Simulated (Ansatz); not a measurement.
# Ba: strong compression

The task here is to estimate one member of a computed series from the others.

Program: Ansatz 0.2.0. Level of theory: DFT PBE, with the methods named in each step. These are calculated values, not measurements.

## The starting structure

The structure is hexagonal, space group P6_3/mmc (No. 194). The conventional cell has a = 4.481 Å, b = 4.481 Å, c = 14.697 Å, α = 90.00°, β = 90.00°, γ = 120.00°. Around Ba (site symmetry -3m) lie 12 Ba at 4.48 to 4.49 Å. Ba (site symmetry -6m2) has 12 Ba at 4.48 to 4.49 Å as nearest neighbours.

Coordinates:

```xyz
4
Lattice="4.4810 0.0000 0.0000 -2.2405 3.8807 0.0000 0.0000 0.0000 14.6967" Properties=species:S:1:pos:R:3 pbc="T T T"
Ba    0.0000    0.0000    0.0000
Ba    0.0000    0.0000    7.3483
Ba    0.0000    2.5871    3.6742
Ba    2.2405    1.2936   11.0225
```

Whether this phase is the stable one at these pressures isn't tested.

Atoms are numbered in the order of the input: Ba1, Ba2, Ba3, Ba4.

The first run:

input.yaml reads:

```yaml
crystal:
  lattice:
    - [4.4809890528, 0.0, 0.0]
    - [-2.2404945264, 3.8806503538, 0.0]
    - [0.0, 0.0, 14.6966590892]
  atoms:
    - { symbol: Ba, position: [0.0, 0.0, 0.0] }
    - { symbol: Ba, position: [0.0, 0.0, 0.5] }
    - { symbol: Ba, position: [0.3333333333, 0.6666666667, 0.25] }
    - { symbol: Ba, position: [0.6666666667, 0.3333333333, 0.75] }
kpoints:
  mp_grid: { grid: [6, 6, 4] }
  band_path:
    path:
      - [0.0, 0.0, 0.0]
      - [0.5, 0.0, 0.0]
      - [0.3333333333, 0.3333333333, 0.0]
      - [0.0, 0.0, 0.0]
      - [0.0, 0.0, 0.5]
      - [0.5, 0.0, 0.5]
      - [0.3333333333, 0.3333333333, 0.5]
      - [0.0, 0.0, 0.5]
      - [0.5, 0.0, 0.5]
    npoints: 14
scf:
  occupations: { method: fermi_dirac, width: 0.05 }
hamiltonian:
  xc: pbe
  pseudopotentials: { kind: all_electron, lapw: { basis_error: 0.001 } }
output:
  forces: true
  stress: true
  eigenvalues: true
  populations: true
  dos: { projected: true, de: 0.2, e_range: [-14, 8] }
```

The run is started by

```bash
> ansatz run input.yaml --threads 1 --pin off --max-ram 3072MiB --backend cpu --events-out ev --progress --plain --runs-dir out
```

Among the steps run: The reference volume, LAPW; Volume scaled by 1, crystal datasets; Volume scaled by 1, norm-conserving; Volume scaled by 0.7, LAPW; Volume scaled by 0.7, crystal datasets; Volume scaled by 0.7, norm-conserving; Volume scaled by 0.6, LAPW; Volume scaled by 0.6, norm-conserving; Volume scaled by 0.5, LAPW; Volume scaled by 0.4, LAPW; Volume scaled by 0.4, crystal datasets; Volume scaled by 0.4, norm-conserving.

One table of the session follows, with a row left open; its other results are not shown here.

```
             method  volume over the first  volume (Å³/atom)  pressure (GPa)
               LAPW                      1            63.891            0.00
               LAPW                    0.7            44.723            4.44
               LAPW                    0.6            38.334            7.62
               LAPW                    0.5                 ?               ?
               LAPW                    0.4            25.556           22.57
                PAW                      1            63.891            0.00
                PAW                    0.7            44.723            4.43
                PAW                    0.6            38.334            7.62
                PAW                    0.5            31.945           12.30
                PAW                    0.4            25.556           22.56
PAW (source ansatz)                    0.4            25.556           22.64
   crystal datasets                      1            63.891            0.00
   crystal datasets                    0.7            44.723            4.44
   crystal datasets                    0.4            25.556           22.57
    norm-conserving                      1            63.891            0.00
    norm-conserving                    0.7            44.723            4.44
    norm-conserving                    0.6            38.334            7.63
    norm-conserving                    0.4            25.556           22.60
```

Q: Estimate the row for LAPW, 0.5 from the others.

As computed: volume (Å³/atom): 31.945; pressure (GPa): 12.31.

Caveats from the session: Warnings in the runs' records: crystal datasets made.
